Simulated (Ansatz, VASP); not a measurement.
# One calculation of Rh, two programs

```xyz
1
Lattice="0.0000 1.8979 1.8979 1.8979 0.0000 1.8979 1.8979 1.8979 0.0000" Properties=species:S:1:pos:R:3 pbc="T T T"
Rh    0.0000    0.0000    0.0000
```

Alike in both runs: task single point; functional PBE; k mesh 6 × 6 × 6; occupations fermi-dirac, width 0.1 eV; no spin polarisation.

```csv
,VASP,Ansatz
version,VASP 6.6.1,Ansatz 0.2.0
potentials or method,"VASP PAW PBE potentials, release 64 (Rh_pv)","plane waves, PAW"
plane-wave cutoff (eV),520,422
valence electrons in the cell,15,17
```

|  | VASP | Ansatz | Ansatz less VASP |
| --- | --- | --- | --- |
| pressure (GPa) | 9.4 | 9.4 | -0.03 |

The two sets of potentials don't hold the same shells in valence.

Caveats: the k mesh is coarse (spacing up to 0.48 Å⁻¹), so the values aren't converged.
